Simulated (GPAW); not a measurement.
# Ni (Fm-3m) in GPAW: further runs, part 2 of 2

GPAW 26.7.0.

## Step 6: Band structure, r2SCAN, collinear spin, ferromagnetic start

run.py

```python
import spglib
from ase import Atoms
from ase.dft.bandgap import bandgap
from ase.io import read, write
from ase.units import GPa
from gpaw import GPAW, PW

atoms = read('Ni.cif')
cell, positions, numbers = spglib.find_primitive(
    (atoms.cell[:], atoms.get_scaled_positions(), atoms.numbers), symprec=1e-4)
atoms = Atoms(numbers, cell=cell, scaled_positions=positions, pbc=True)
atoms.set_initial_magnetic_moments([1.0])

calc = GPAW(mode=PW(600),
            xc='MGGA_X_R2SCAN+MGGA_C_R2SCAN',
            kpts={'size': (11, 11, 11), 'gamma': True},
            occupations={'name': 'fermi-dirac', 'width': 0.05},
            nbands=17,
            convergence={'density': 1e-05, 'energy': 1e-05},
            maxiter=150,
            txt='gpaw.txt')
atoms.calc = calc
energy = atoms.get_potential_energy()
forces = atoms.get_forces()
stress = atoms.get_stress()
calc.write('gs.gpw')
write('result.traj', atoms)
print(f'Energy: {energy:.6f} eV')
print('Forces (eV/A):')
print(forces.round(4))
print('Stress (GPa):', (stress / GPa).round(3))
print('Moments:', calc.get_magnetic_moments().round(3))
print('Fermi level:', round(calc.get_fermi_level(), 4), 'eV')
print(f'Gap: {bandgap(calc)[0]:.4f} eV, direct: {bandgap(calc, direct=True)[0]:.4f} eV')

path = atoms.cell.bandpath('GXWKGLUWLK,UX', npoints=60, eps=1e-4)
bs_calc = calc.fixed_density(kpts=path, symmetry='off', nbands=25,
                             convergence={'bands': 'CBM+6.0', 'eigenstates': 1e-6}, txt='bands.txt')
bs = bs_calc.band_structure()
bs.write('bs.json')
print(f'Gap on the path: {bandgap(bs_calc)[0]:.4f} eV')
```

Ni.cif is that of step 5.

Potentials or basis: GPAW PAW data sets (gpaw-data 1.2.1), pw.

The run is started by

```sh
$ OMP_NUM_THREADS=1 python run.py
```

gpaw.txt:

```text
__  _  _
 | _ |_)|_||  |
 |__||  | ||/\| - 26.7.0

Input parameters:
  mode=PW(ecut=600.0),
  convergence={'density': 1e-05, 'energy': 1e-05},
  kpts=MonkhorstPack(size=(11, 11, 11), gamma=True),
  maxiter=150,
  nbands=17,
  occupations=Occupations(name='fermi-dirac', width=0.05),
  xc=XC(name='MGGA_X_R2SCAN+MGGA_C_R2SCAN')

Diagonalizing LCAO Hamiltonian
Converting LCAO to pw mode

       Ni

Atoms  # Å, Bohr magnetons
|   | symbol |        x |        y |        z |    initial magnetic moments |
|---|--------|----------|----------|----------|-----------------------------|
| 0 |     Ni | 0.000000 | 0.000000 | 0.000000 | ( 0.0000,  0.0000,  1.0000) |

Unit cell  # Å
| periodic |        x |        y |        z |  lengths |    angles |
|----------|----------|----------|----------|----------|-----------|
|      yes | 0.000000 | 1.737573 | 1.737573 | 2.457299 | 60.000000 |
|      yes | 1.737573 | 0.000000 | 1.737573 | 2.457299 | 60.000000 |
|      yes | 1.737573 | 1.737573 | 0.000000 | 2.457299 | 60.000000 |

Number of symmetries: 48
Symmetry operations  # r_c * U_cc + t_c -> r_c
|    | kind |            matrix            |
|----|------|------------------------------|
|  0 |  σ   |  1, 0, 0,  1, 0,-1,  1,-1, 0 |
|  1 |  C2  |  1, 0, 0,  1,-1, 0,  1, 0,-1 |
|  2 |  E   |  1, 0, 0,  0, 1, 0,  0, 0, 1 |
|  3 |  σ   |  1, 0, 0,  0, 0, 1,  0, 1, 0 |
|  4 |  C4  |  1, 0,-1,  1, 0, 0,  1,-1, 0 |
|  5 |  S6  |  1, 0,-1,  1,-1, 0,  1, 0, 0 |
|  6 |  σ   |  1, 0,-1,  0, 1,-1,  0, 0,-1 |
|  7 |  C3  |  1, 0,-1,  0, 0,-1,  0, 1,-1 |
|  8 |  S6  |  1,-1, 0,  1, 0, 0,  1, 0,-1 |
|  9 |  C4  |  1,-1, 0,  1, 0,-1,  1, 0, 0 |
| 10 |  C3  |  1,-1, 0,  0,-1, 1,  0,-1, 0 |
| 11 |  σ   |  1,-1, 0,  0,-1, 0,  0,-1, 1 |
| 12 |  σ   |  0, 1, 0,  1, 0, 0,  0, 0, 1 |
| 13 |  C4  |  0, 1, 0,  0, 1,-1, -1, 1, 0 |
| 14 |  C3  |  0, 1, 0,  0, 0, 1,  1, 0, 0 |
| 15 |  S6  |  0, 1, 0, -1, 1, 0,  0, 1,-1 |
| 16 |  C2  |  0, 1,-1,  1, 0,-1,  0, 0,-1 |
| 17 |  σ   |  0, 1,-1,  0, 1, 0, -1, 1, 0 |
| 18 |  S4  |  0, 1,-1,  0, 0,-1,  1, 0,-1 |
| 19 |  C4  |  0, 1,-1, -1, 1, 0,  0, 1, 0 |
[... 125 lines left out ...]
  ecut: 4800.0  # eV

xc functional:
  name: MGGA_X_R2SCAN+MGGA_C_R2SCAN with 2 nearest neighbor stencil

convergence criteria:
- Maximum integral of absolute [dens]ity change: 1e-05 electrons / valence electron
- Maximum [total energy] change in last 3 cyles: 1e-05 eV / valence electron
- Maximum integral of absolute [eigenst]ate change: 4e-08 eV^2 / valence electron
maximum number of iterations: 150

SCF iterations
|iter     | |      energy | eigst |  dens |  magmom |
|---------|-|-------------|-------|-------|---------|
|iter:   1| |  -13.874964 | -0.04 |       |  +1.0009|
|iter:   2| |  -12.667102 | -1.85 | -1.67 |  +0.9924|
|iter:   3| |  -15.991849 | -0.93 | -1.52 |  -0.3997|
|iter:   4| |  -12.542949 | -0.93 | -0.54 |  +0.7940|
|iter:   5| |  -12.789722 | -2.82 | -1.93 |  +0.8202|
|iter:   6| |  -12.789012 | -5.09 | -1.84 |  +0.8223|
|iter:   7| |  -12.785854 | -4.58 | -1.83 |  +0.8202|
|iter:   8| |  -12.777777 | -4.59 | -1.93 |  +0.8266|
|iter:   9| |  -12.787003 | -3.73 | -2.05 |  +0.7976|
|iter:  10| |  -12.793237 | -4.00 | -2.28 |  +0.7703|
|iter:  11| |  -12.798381 | -4.32 | -2.37 |  +0.7343|
|iter:  12| |  -12.800772 | -4.69 | -2.71 |  +0.7154|
|iter:  13| |  -12.801709 | -5.34 | -2.49 |  +0.7104|
|iter:  14| |  -12.802292 | -5.73 | -2.38 |  +0.7105|
|iter:  15| |  -12.800699 | -4.85 | -2.33 |  +0.7202|
|iter:  16| |  -12.801358 | -5.23 | -2.91 |  +0.7245|
|iter:  17| |  -12.801265 | -5.87 | -2.83 |  +0.7411|
|iter:  18| |  -12.802327 | -4.07 | -2.90 |  +0.7728|
|iter:  19| |  -12.802415 | -5.66 | -3.09 |  +0.7695|
|iter:  20| |  -12.802422c| -6.99 | -3.42 |  +0.7703|
|iter:  21| |  -12.802404c| -6.70 | -3.87 |  +0.7677|
|iter:  22| |  -12.802406c| -8.00c| -4.46 |  +0.7682|
|iter:  23| |  -12.802399c| -7.64c| -4.56 |  +0.7675|
|iter:  24| |  -12.802400c| -7.93c| -4.88 |  +0.7677|
|iter:  25| |  -12.802400c| -8.63c| -5.63c|  +0.7676|

Converged in 25 steps
Energy contributions relative to reference atoms: (reference = -41367.998447)

Energy contributions:
  Kinetic:          15.800479
  Coulomb:         -12.887467
  Zero:              0.073084
  External:          0.000000
  Xc:              -15.782729
  Entropy:          -0.011535
  Spinorbit:         0.000000
  ----------------------------
  Free energy:     -12.808168
  Extrapolated:    -12.802400

dipole moment: (-7.108630, -7.108630, -7.108630)  # |e|*Ang

Total magnetic moment: (0.000000, 0.000000, 0.767643)

Local magnetic moments
|        x |        y |        z |
|----------|----------|----------|
| 0.000000 | 0.000000 | 0.837172 |  # Ni   0

Fermi level: 9.070
Eigenvalues  # (at kpt = [0.000, 0.000, 0.000])
| band index |      eig [eV] | occ [0-1] |      eig [eV] | occ [0-1] |
|------------|---------------|-----------|---------------|-----------|
|          0 |       -57.664 |     1.000 |       -56.246 |     1.000 |
|          1 |       -57.664 |     1.000 |       -56.246 |     1.000 |
|          2 |       -57.664 |     1.000 |       -56.246 |     1.000 |
|          3 |        -0.854 |     1.000 |        -1.233 |     1.000 |
|          4 |         5.858 |     1.000 |         7.303 |     1.000 |
|          5 |         5.858 |     1.000 |         7.303 |     1.000 |
[... 9 lines left out ...]
|         15 |        40.614 |     0.000 |        40.804 |     0.000 |
|         16 |        44.325 |     0.000 |        44.348 |     0.000 |

No gap
No difference between direct/indirect transitions

Forces  # eV/Ang
|        x |        y |       z |
|----------|----------|---------|
| -0.00000 | -0.00000 | 0.00000 |  # Ni   0

Stress tensor  # eV/Ang^3
|         x |         y |         z |
|-----------|-----------|-----------|
| -0.029761 | -0.000000 |  0.000000 |
| -0.000000 | -0.029761 |  0.000000 |
|  0.000000 |  0.000000 | -0.029761 |

# Writing to gs.gpw (mode='')
```

It took 82 s on 1 thread of Intel Xeon Platinum 8488C (Sapphire Rapids), shared host; peak memory 0.24 GiB.

What came out:

```yaml
Free_energy: -12.8082 eV
Pressure: 4.8 GPa
Band_gap_along_the_path: none (metal or under the smearing width)
Net_moment: 0.77 μB per cell
Site_moments: Ni +0.84 μB
```

Levels at the corners of the path, in eV from the Fermi level:
Spin up:
| point | band 4 | band 5 | band 6 | band 7 | band 8 | band 9 | band 10 |
| --- | --- | --- | --- | --- | --- | --- | --- |
| Γ | -9.92 | -3.21 | -3.21 | -3.21 | -1.82 | -1.82 | 25.00 |
| X | -5.48 | -5.09 | -1.07 | -1.07 | -1.04 | 2.29 | 9.66 |
| W | -4.55 | -3.87 | -3.87 | -1.89 | -1.07 | 7.97 | 7.97 |
| K | -4.79 | -4.54 | -2.83 | -1.64 | -1.35 | 5.81 | 7.49 |
| Γ | -9.92 | -3.21 | -3.21 | -3.21 | -1.82 | -1.82 | 25.00 |
| L | -5.68 | -3.13 | -3.13 | -1.16 | -1.16 | -0.72 | 5.86 |
| U | -4.79 | -4.54 | -2.83 | -1.64 | -1.35 | 5.81 | 7.49 |
| W | -4.55 | -3.87 | -3.87 | -1.89 | -1.07 | 7.97 | 7.97 |
| L | -5.68 | -3.13 | -3.13 | -1.16 | -1.16 | -0.72 | 5.86 |
| K | -4.79 | -4.54 | -2.83 | -1.64 | -1.35 | 5.81 | 7.49 |
| U | -4.79 | -4.54 | -2.83 | -1.64 | -1.35 | 5.81 | 7.49 |
| X | -5.48 | -5.09 | -1.07 | -1.07 | -1.04 | 2.29 | 9.66 |
Spin down:
```tsv
point	band 5	band 6	band 7	band 8	band 9	band 10
Γ	-1.77	-1.77	-1.77	-0.98	-0.98	24.35
X	-4.01	-0.15	0.64	0.64	1.86	10.05
W	-2.82	-2.82	-1.09	0.64	8.15	8.15
K	-3.61	-1.76	-0.81	0.32	6.04	7.74
Γ	-1.77	-1.77	-1.77	-0.98	-0.98	24.35
L	-2.14	-2.14	-1.04	0.23	0.23	6.64
U	-3.61	-1.76	-0.81	0.32	6.04	7.74
W	-2.82	-2.82	-1.09	0.64	8.15	8.15
L	-2.14	-2.14	-1.04	0.23	0.23	6.64
K	-3.61	-1.76	-0.81	0.32	6.04	7.74
U	-3.61	-1.76	-0.81	0.32	6.04	7.74
X	-4.01	-0.15	0.64	0.64	1.86	10.05
```

Caveat: the stock nickel data set gives pressures a few GPa off other programs; the PAW data sets were made with another functional, which shifts forces and pressure a little.

## Step 7: Overview

```csv
task,level,potentials or basis,eigensolver,band path,band points,V0 of scaled cells (Å³/atom),B0 (GPa)
equation of state,revTPSS+D4,"GPAW PAW data sets (gpaw-data 1.2.1), pw",davidson,-,-,-,-
equation of state,SCAN,"GPAW PAW data sets (gpaw-data 1.2.1), pw",-,-,-,-,-
equation of state,PBEsol+D3(BJ),"PAW data sets generated in the run's folder for this functional, pw",-,-,-,10.22,254
equation of state,BP86,"PAW data sets generated in the run's folder for this functional, pw",-,-,-,10.97,202
band structure,r2SCAN,"GPAW PAW data sets (gpaw-data 1.2.1), pw",-,"GXWKGLUWLK,UX",60,-,-
```

Alike in all rows: spin collinear, ferromagnetic start; cell as given; k mesh 11 × 11 × 11; cutoff (eV) 600; smearing fermi-dirac 0.05 eV.

Caveats: the PAW data sets were made with another functional, which shifts forces and pressure a little (some runs); the points scatter about the fit (some runs); the stock nickel data set gives pressures a few GPa off other programs (some runs).

Absolute energies hang on the potentials; compare differences alone.
